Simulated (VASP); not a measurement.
# TiTe2 (P-3m1) in VASP: a series of runs, part 3 of 3

VASP 6.6.1. The steps go on from the part before.

## (5) Phonons, PBE

POSCAR reads:

```
TiTe2
1.0
    3.7770000000      0.0000000000      0.0000000000
   -1.8885000000      3.2709779501      0.0000000000
    0.0000000000      0.0000000000      6.4980000000
Te Ti
2 1
Direct
    0.3333333333      0.6666666667      0.7372000000
    0.6666666667      0.3333333333      0.2628000000
    0.0000000000      0.0000000000      0.0000000000
```

INCAR.step1 reads:

```
PREC     = Accurate       # precision mode
ENCUT    = 600            # plane-wave cutoff, eV
EDIFF    = 1E-8           # SCF threshold, eV
ISMEAR   = 0              # smearing method
SIGMA    = 0.02           # smearing width, eV
LREAL    = False          # projectors in reciprocal space
LASPH    = True           # aspherical terms in the spheres
NELM     = 100            # most SCF steps
ALGO     = Normal         # electronic algorithm
ISIF     = 3              # what is computed and relaxed
LWAVE    = False          # write WAVECAR
LCHARG   = False          # write CHGCAR
GGA      = PE             # functional
IBRION   = 2              # ionic algorithm
NSW      = 40             # ionic steps
EDIFFG   = -0.002         # ionic threshold
```

INCAR.step2 reads:

```
PREC     = Accurate       # precision mode
ENCUT    = 600            # plane-wave cutoff, eV
EDIFF    = 1E-8           # SCF threshold, eV
ISMEAR   = 0              # smearing method
SIGMA    = 0.02           # smearing width, eV
LREAL    = False          # projectors in reciprocal space
LASPH    = True           # aspherical terms in the spheres
NELM     = 100            # most SCF steps
ALGO     = Normal         # electronic algorithm
ISIF     = 2              # what is computed and relaxed
LWAVE    = False          # write WAVECAR
LCHARG   = False          # write CHGCAR
GGA      = PE             # functional
IBRION   = 6              # ionic algorithm
NFREE    = 2            
POTIM    = 0.015          # step
NSW      = 1              # ionic steps
```

KPOINTS reads:

```
regular mesh
0
Gamma
  6 6 3
```

Potentials or basis: VASP PAW PBE potentials, release 64 (Te, Ti_sv).

Launch:

```sh
$ cat potpaw_PBE.64/Te/POTCAR potpaw_PBE.64/Ti_sv/POTCAR > POTCAR
$ cp INCAR.step1 INCAR
$ mpirun -np 1 vasp_std > vasp.out
$ cp CONTCAR POSCAR
$ cp INCAR.step2 INCAR
$ mpirun -np 1 vasp_std > vasp.out
```

OUTCAR:

```text
PREC = Accurate
   ENCUT = 600
   EDIFF = 1E-8
   ISMEAR = 0
   LREAL = False
   LASPH = True
   NELM = 100
   ISIF = 2
   GGA = PE
   IBRION = 6
   NFREE = 2
   POTIM = 0.015
   NSW = 1

 ion  position               nearest neighbor table
   1  0.333  0.667  0.743-   3 2.78   3 2.78   3 2.78
   2  0.667  0.333  0.257-   3 2.78   3 2.78   3 2.78
   3  0.000  0.000  0.000-   1 2.78   2 2.78   2 2.78   1 2.78   2 2.78   1 2.78

  LATTYP: Found a hexagonal cell.
[... 856 lines left out ...]
  y     2.36558    -2.36558    -0.00000     0.00000     6.87152     0.00000
  z     6.15508     6.15508    13.08203     0.00000     0.00000     0.00000

 INTERNAL STRAIN TENSOR FOR ION    3 for displacements in x,y,z  (eV/Angst):
          X           Y           Z          XY          YZ          ZX
  --------------------------------------------------------------------------------
  x     0.00000     0.00000     0.00000     0.00000     0.00000     0.00000
  y     0.00000     0.00000     0.00000     0.00000     0.00000     0.00000
  z     0.00000     0.00000     0.00000     0.00000     0.00000     0.00000

 Eigenvectors and eigenvalues of the dynamical matrix
 ----------------------------------------------------

   1 f  =    8.440605 THz    53.033883 2PiTHz  281.548267 cm-1    34.907520 meV
             X         Y         Z           dx          dy          dz
     -0.000000  2.193759  4.919242     0.000000   -0.000000   -0.281180
      1.899851  1.096880  1.700797     0.000000   -0.000000   -0.281180
      0.000000  0.000000  0.000000    -0.000000    0.000000    0.917538
[... 43 lines left out ...]
   9 f/i=    0.001686 THz     0.010597 2PiTHz    0.056256 cm-1     0.006975 meV
             X         Y         Z           dx          dy          dz
     -0.000000  2.193759  4.919242     0.000000    0.000000    0.648797
      1.899851  1.096880  1.700797     0.000000    0.000000    0.648797
      0.000000  0.000000  0.000000     0.000000    0.000000    0.397648

 ELASTIC MODULI CONTR FROM IONIC RELAXATION (kBar)
 Direction    XX          YY          ZZ          XY          YZ          ZX
 --------------------------------------------------------------------------------
 XX        -209.5883   -110.5025   -340.1609     -0.0000   -143.9118     -0.0000
 YY        -110.5025   -209.5883   -340.1609     -0.0000    143.9118     -0.0000
 ZZ        -340.1609   -340.1609   -722.9789     -0.0000     -0.0000     -0.0000
 XY          -0.0000     -0.0000     -0.0000    -49.5429      0.0000   -143.9116
 YZ        -143.9118    143.9118     -0.0000      0.0000   -418.0336      0.0000
 ZX          -0.0000     -0.0000     -0.0000   -143.9116      0.0000   -418.0325
 --------------------------------------------------------------------------------
```

OUTCAR.step1:

```text
PREC = Accurate
   ENCUT = 600
   EDIFF = 1E-8
   ISMEAR = 0
   LREAL = False
   LASPH = True
   NELM = 100
   ISIF = 3
   GGA = PE
   IBRION = 2
   NSW = 40
[... 388 lines left out ...]
 cond. band min:       6.5013879779   @ k =   0.5000   0.0000   0.0000
 fundamental gap:      0.1093201476
 Fermi energy:         6.4946145998

 k-point     1 :       0.0000    0.0000    0.0000
  band No.  band energies     occupation
      1     -51.0289      2.00000
      2     -27.2815      2.00000
      3     -27.2815      2.00000
      4     -27.2535      2.00000
      5      -5.8159      2.00000
      6      -4.4396      2.00000
[... 342 lines left out ...]
  FREE ENERGIE OF THE ION-ELECTRON SYSTEM (eV)
  ---------------------------------------------------
  free  energy   TOTEN  =       -16.2095280346 eV

  energy  without entropy=      -16.2092115858  energy(sigma->0) =      -16.20936981

 reached required accuracy - stopping structural energy minimisation
```

OSZICAR.step1:

```text
N       E                     dE             d eps       ncg     rms          rms(c)
DAV:   1     0.188370317163E+03    0.18837E+03   -0.11830E+04   544   0.154E+03
DAV:   2     0.143587720758E+01   -0.18693E+03   -0.18555E+03   576   0.360E+02
DAV:   3    -0.178982538819E+02   -0.19334E+02   -0.19009E+02   944   0.989E+01
[... 151 lines left out ...]
DAV:   5    -0.162095281456E+02   -0.30573E-08   -0.62164E-07   680   0.493E-03    0.286E-03
DAV:   6    -0.162095280933E+02    0.52293E-07   -0.16263E-07   872   0.246E-03    0.101E-03
DAV:   7    -0.162095280511E+02    0.42178E-07   -0.11243E-08   360   0.103E-03    0.258E-04
DAV:   8    -0.162095280382E+02    0.12888E-07   -0.54286E-09   272   0.548E-04    0.152E-04
DAV:   9    -0.162095280346E+02    0.35975E-08   -0.10495E-09   272   0.330E-04
  12 F= -.16209528E+02 E0= -.16209370E+02  d E =-.176100E-05
```

Run time: 6 min. Hardware: 1 thread of AMD EPYC 9R45 (Zen 5), shared host; peak memory 0.29 GiB.

What came out:

```yaml
Relaxed_volume: 27.59 Å³/atom
Relaxed_cell: a = 3.800 Å, b = 3.800 Å, c = 6.620 Å, α = 90.00°, β = 90.00°, γ = 120.00°
Space_group_after_relaxing_to_0.05_Å: P-3m1 (No. 164)
Highest_phonon_frequency_at_Γ_LO-TO_splitting_left_out: 282 cm⁻¹
```

The path:
```tsv
step	energy change (eV)	largest force (eV/Å)	pressure (GPa)	volume (Å³)
1	0.0000	0.0479	0.70	80.28
2	-0.0021	0.1600	-0.29	81.64
3	-0.0023	0.1348	-0.07	81.33
4	-0.0038	0.0928	-0.04	81.58
5	-0.0050	0.0081	0.03	82.09
6	-0.0060	0.0092	0.00	82.36
7	-0.0066	0.0124	-0.05	82.84
8	-0.0066	0.0121	-0.05	82.81
9	-0.0066	0.0176	0.11	82.66
10	-0.0067	0.0015	0.01	82.76
11	-0.0067	0.0021	0.01	82.76
12	-0.0067	0.0005	0.00	82.77
```

Final structure:
```yaml
crystal:
  lattice:
    - [3.79970, 0.00000, 0.00000]
    - [-1.89985, 3.29064, 0.00000]
    - [0.00000, 0.00000, 6.62004]
  atoms:
    - { symbol: Te, position: [0.33333, 0.66667, 0.74308] }
    - { symbol: Te, position: [0.66667, 0.33333, 0.25692] }
    - { symbol: Ti, position: [0.00000, 0.00000, 0.00000] }
```

Phonon frequencies in cm⁻¹ (negative: imaginary):
| q point | frequencies |
| --- | --- |
| (0.000, 0.000, 0.000) | 0 0 0 97 97 140 193 193 282 |

Caveat: this functional lacks dispersion, which binds the layers, so the pressure and a relaxed spacing across them are unreliable. Spin-orbit coupling is left out, which matters for the levels of Te.

## (6) Overview

```csv
task,cell,k mesh,cutoff (eV),k mesh for the DOS,occupations for the DOS,gap on the mesh (eV),pressure (GPa),largest force (eV/Å)
density of states,as given,8 × 8 × 4,520,12 × 12 × 6,tetrahedron,-,-,-
electric field gradients,as given,8 × 8 × 4,520,-,-,none,0.9,0.02
core levels,as given,8 × 8 × 4,520,-,-,none,0.9,0.02
phonons,relaxed,6 × 6 × 3,600,-,-,-,-,-
```

Alike in all rows: level PBE; potentials or basis VASP PAW PBE potentials, release 64 (Te, Ti_sv); no spin polarisation; smearing gaussian 0.02 eV.

Caveats: this functional lacks dispersion, which binds the layers, so the pressure and a relaxed spacing across them are unreliable.

Absolute energies hang on the potentials; compare differences alone.
